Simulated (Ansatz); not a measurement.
# SiC (rock salt): the cost of one run

Computed with Ansatz 0.2.0 (DFT PBE, scalar-relativistic, plane waves, PAW, unless a step's input says otherwise).

## 1. The system as given

It takes space group Fm-3m (No. 225, cubic). Conventional cell: a = 4.080 Å, b = 4.080 Å, c = 4.080 Å, α = 90.00°, β = 90.00°, γ = 90.00°. Around Si (site symmetry m-3m) lie 6 C at 2.04 Å. Around C (site symmetry m-3m) lie 6 Si at 2.04 Å.

As a file:

```
CELL_PARAMETERS angstrom
0.00000 2.04000 2.04000
2.04000 0.00000 2.04000
2.04000 2.04000 0.00000
ATOMIC_POSITIONS crystal
Si 0.00000 0.00000 0.00000
C 0.50000 0.50000 0.50000
```

## 2. Volume × 1.03

Input file input.yaml:

```yaml
crystal:
  lattice:
    - [0.0, 2.0400013008, 2.0400013008]
    - [2.0400013008, 0.0, 2.0400013008]
    - [2.0400013008, 2.0400013008, 0.0]
  atoms:
    - { symbol: Si, position: [0.0, 0.0, 0.0] }
    - { symbol: C, position: [0.5, 0.5, 0.5] }
scf:
  occupations: { method: gaussian, width: 0.05 }
output:
  forces: true
  stress: true
  eigenvalues: true
  write_density: true
  write_potential: true
  elf: true
  volumetric_format: npy
hamiltonian:
  xc: pbe
basis:
  ecutwfc: 560
kpoints:
  mp_grid: { grid: [16, 16, 16] }
```

On the command line:

```console
> ansatz run input.yaml --threads 1 --pin off --max-ram 2867MiB --backend cpu --events-out ev --progress --plain --runs-dir out
```

Q: Estimate wall time and peak memory on 1 thread of Intel Xeon at 2.30GHz, shared host.

About 3 s, with a peak of 0.37 GiB.
